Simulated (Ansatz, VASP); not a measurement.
## Ba in VASP and in Ansatz

The input INCAR:

```
SYSTEM = Ba
  PREC = Accurate
  ENCUT = 520
  EDIFF = 1E-6
  ISMEAR = 1
  SIGMA = 0.1
  LREAL = .FALSE.
  LASPH = .TRUE.
  NELM = 150
  ALGO = Normal
  ISIF = 2
  LWAVE = .FALSE.
  LCHARG = .TRUE.
  MAGMOM = 0 0 0
  LORBIT = 11
  LSORBIT = .TRUE.
  GGA_COMPAT = .FALSE.
  LORBMOM = .TRUE.
  GGA = B5
  ALDAX = 1.0
  AGGAX = 1.0
  AGGAC = 1.0
  ALDAC = 0.0
  LVHAR = .TRUE.
  NBANDS = 21
```

File KPOINTS:

```
Automatic mesh
0
G
  5 5 5
  0 0 0
```

File POSCAR:

```
Ba
1.0
    3.6368867978      0.0000000000      0.0000000000
    0.0000000000      3.6368867978      0.0000000000
    0.0000000000      0.0000000000      3.6368867978
Ba
1
Direct
    0.0000000000      0.0000000000      0.0000000000
```

File input.yaml:

```yaml
crystal:
  lattice:
    - [3.6368867978, 0.0, 0.0]
    - [0.0, 3.6368867978, 0.0]
    - [0.0, 0.0, 3.6368867978]
  atoms:
    - { symbol: Ba, position: [0.0, 0.0, 0.0] }
kpoints:
  mp_grid: { grid: [5, 5, 5] }
scf:
  occupations: { method: methfessel_paxton, width: 0.1 }
hamiltonian:
  xc: blyp
  pseudopotentials: { kind: all_electron, lapw: { basis_error: 0.001 } }
magnetization:
  noncollinear: true
  spin_orbit: true
output:
  forces: true
  stress: true
  eigenvalues: true
  dos: { projected: false, de: 0.1, e_range: [-20, 10] }
```

Change from the starting cell: volume scaled by 0.8.

Alike in both runs: functional BLYP; k mesh 5 × 5 × 5; occupations methfessel-paxton of order 1, width 0.1 eV; non-collinear spin, spin-orbit coupling.

|  | VASP | Ansatz |
| --- | --- | --- |
| version | VASP 6.6.1 | Ansatz 0.2.0 |
| potentials or method | VASP PAW PBE potentials, release 64 (Ba_sv) | all-electron LAPW, relativistic spinors |
| plane-wave cutoff (eV) | 520 | see its input |
| task | single point | density of states |

```csv
,VASP,Ansatz,Ansatz less VASP
gap on the k mesh at the Fermi level (eV),none,none,-
pressure (GPa),4.9,4.5,-0.39
net moment per atom (μB),0.00,0.00,0.000
```

A gap of «none» marks a metal or a gap that the smearing closes. Ansatz ran all-electron here, so the differences hold the error of VASP's frozen core and of both bases.

Caveats: the PAW data sets were made with another functional, which shifts forces and pressure a little (VASP); the k mesh is thin for a metal, which can move the energy by tens of meV per atom (Ansatz); the density of states is complete only up to the lowest level of the last band computed (Ansatz).
